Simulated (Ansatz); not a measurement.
# WSe2: the cost of one run

Computed with Ansatz 0.2.0 (DFT PBE, scalar-relativistic, plane waves, PAW, unless a step's input says otherwise).

**1. Starting point**

Symmetry: P-6m2, No. 187, hexagonal system. The conventional cell has a = 3.318 Å, b = 3.318 Å, c = 16.658 Å, α = 90.00°, β = 90.00°, γ = 120.00°. Around W (site symmetry -6m2) lie 6 Se at 2.54 Å. Se (site symmetry 3m) has 3 W at 2.54 Å as nearest neighbours.

Structure file:

```
W Se
1.0
    -6.63588   11.49367    0.00000
     6.63588   11.49367    0.00000
     1.65897    2.87342  -16.65814
W Se
16 32
Direct
  0.50000 0.00000 0.00000
  0.50000 0.25000 0.00000
  0.75000 0.00000 0.00000
  0.00000 0.00000 0.00000
  0.00000 0.25000 0.00000
  0.00000 0.50000 0.00000
  0.00000 0.75000 0.00000
  0.25000 0.00000 0.00000
  0.25000 0.25000 0.00000
  0.25000 0.50000 0.00000
  0.50000 0.50000 0.00000
  0.50000 0.75000 0.00000
  0.75000 0.25000 0.00000
  0.75000 0.50000 0.00000
  0.75000 0.75000 0.00000
  0.25000 0.75000 0.00000
  0.83333 0.10828 0.90021
  0.33333 0.10828 0.90021
  0.33333 0.35828 0.90021
  0.33333 0.60828 0.90021
  0.58333 0.10828 0.90021
  0.58333 0.35828 0.90021
  0.83333 0.35828 0.90021
  0.83333 0.60828 0.90021
  0.83333 0.85828 0.90021
  0.08333 0.10828 0.90021
  0.08333 0.35828 0.90021
  0.08333 0.60828 0.90021
  0.08333 0.85828 0.90021
  0.33333 0.85828 0.90021
  0.58333 0.60828 0.90021
  0.58333 0.85828 0.90021
  0.83333 0.05839 0.09979
  0.33333 0.05839 0.09979
  0.33333 0.30839 0.09979
  0.33333 0.55839 0.09979
  0.58333 0.05839 0.09979
  0.58333 0.30839 0.09979
  0.83333 0.30839 0.09979
  0.83333 0.55839 0.09979
  0.83333 0.80839 0.09979
  0.08333 0.05839 0.09979
  0.08333 0.30839 0.09979
  0.08333 0.55839 0.09979
  0.08333 0.80839 0.09979
  0.33333 0.80839 0.09979
  0.58333 0.55839 0.09979
  0.58333 0.80839 0.09979
```

The runs take a perfect supercell of 48 atoms; the defect goes to fractional position (0.500, 0.000, 0.000).

**2. The perfect supercell**

input.yaml reads:

```yaml
crystal:
  lattice:
    - [-6.635875, 11.493672, 1.0e-06]
    - [6.635876, 11.493672, 2.0e-06]
    - [1.658969, 2.873418, -16.658142]
  atoms:
    - { symbol: W, position: [0.5, 0.0, 0.0] }
    - { symbol: W, position: [0.5, 0.25, 0.0] }
    - { symbol: W, position: [0.75, 0.0, 0.0] }
    - { symbol: W, position: [0.0, 0.0, 0.0] }
    - { symbol: W, position: [0.0, 0.25, 0.0] }
    - { symbol: W, position: [0.0, 0.5, 0.0] }
    - { symbol: W, position: [0.0, 0.75, 0.0] }
    - { symbol: W, position: [0.25, 0.0, 0.0] }
    - { symbol: W, position: [0.25, 0.25, 0.0] }
    - { symbol: W, position: [0.25, 0.5, 0.0] }
    - { symbol: W, position: [0.5, 0.5, 0.0] }
    - { symbol: W, position: [0.5, 0.75, 0.0] }
    - { symbol: W, position: [0.75, 0.25, 0.0] }
    - { symbol: W, position: [0.75, 0.5, 0.0] }
    - { symbol: W, position: [0.75, 0.75, 0.0] }
    - { symbol: W, position: [0.25, 0.75, 0.0] }
    - { symbol: Se, position: [0.833333, 0.10828, 0.900214] }
    - { symbol: Se, position: [0.333333, 0.10828, 0.900214] }
    - { symbol: Se, position: [0.333333, 0.35828, 0.900214] }
    - { symbol: Se, position: [0.333333, 0.60828, 0.900214] }
    - { symbol: Se, position: [0.583333, 0.10828, 0.900214] }
    - { symbol: Se, position: [0.583333, 0.35828, 0.900214] }
    - { symbol: Se, position: [0.833333, 0.35828, 0.900214] }
    - { symbol: Se, position: [0.833333, 0.60828, 0.900214] }
    - { symbol: Se, position: [0.833333, 0.85828, 0.900214] }
    - { symbol: Se, position: [0.083333, 0.10828, 0.900214] }
    - { symbol: Se, position: [0.083333, 0.35828, 0.900214] }
    - { symbol: Se, position: [0.083333, 0.60828, 0.900214] }
    - { symbol: Se, position: [0.083333, 0.85828, 0.900214] }
    - { symbol: Se, position: [0.333333, 0.85828, 0.900214] }
    - { symbol: Se, position: [0.583333, 0.60828, 0.900214] }
    - { symbol: Se, position: [0.583333, 0.85828, 0.900214] }
    - { symbol: Se, position: [0.833333, 0.058387, 0.099786] }
    - { symbol: Se, position: [0.333333, 0.058387, 0.099786] }
    - { symbol: Se, position: [0.333333, 0.308387, 0.099786] }
    - { symbol: Se, position: [0.333333, 0.558387, 0.099786] }
    - { symbol: Se, position: [0.583333, 0.058387, 0.099786] }
    - { symbol: Se, position: [0.583333, 0.308387, 0.099786] }
    - { symbol: Se, position: [0.833333, 0.308387, 0.099786] }
    - { symbol: Se, position: [0.833333, 0.558387, 0.099786] }
    - { symbol: Se, position: [0.833333, 0.808387, 0.099786] }
    - { symbol: Se, position: [0.083333, 0.058387, 0.099786] }
    - { symbol: Se, position: [0.083333, 0.308387, 0.099786] }
    - { symbol: Se, position: [0.083333, 0.558387, 0.099786] }
    - { symbol: Se, position: [0.083333, 0.808387, 0.099786] }
    - { symbol: Se, position: [0.333333, 0.808387, 0.099786] }
    - { symbol: Se, position: [0.583333, 0.558387, 0.099786] }
    - { symbol: Se, position: [0.583333, 0.808387, 0.099786] }
basis:
  ecutwfc: 420
  fft_grid_basis: typed
kpoints:
  mp_grid: { grid: [1, 1, 1] }
hamiltonian:
  xc: pbe
  pseudopotentials: { kind: paw }
scf:
  occupations: { method: gaussian, width: 0.05 }
output:
  forces: true
  stress: false
  eigenvalues: true
  bader: false
  write_density: true
  volumetric_format: npy
```

On the command line:

```sh
> ansatz run input.yaml --threads 8 --pin off --max-ram 16384MiB --backend cpu --events-out ev --progress --plain --runs-dir out
```

Q: Estimate wall time and peak memory on 8 threads of Arm Neoverse N1, shared host.

About 22 s, with a peak of 3.3 GiB.
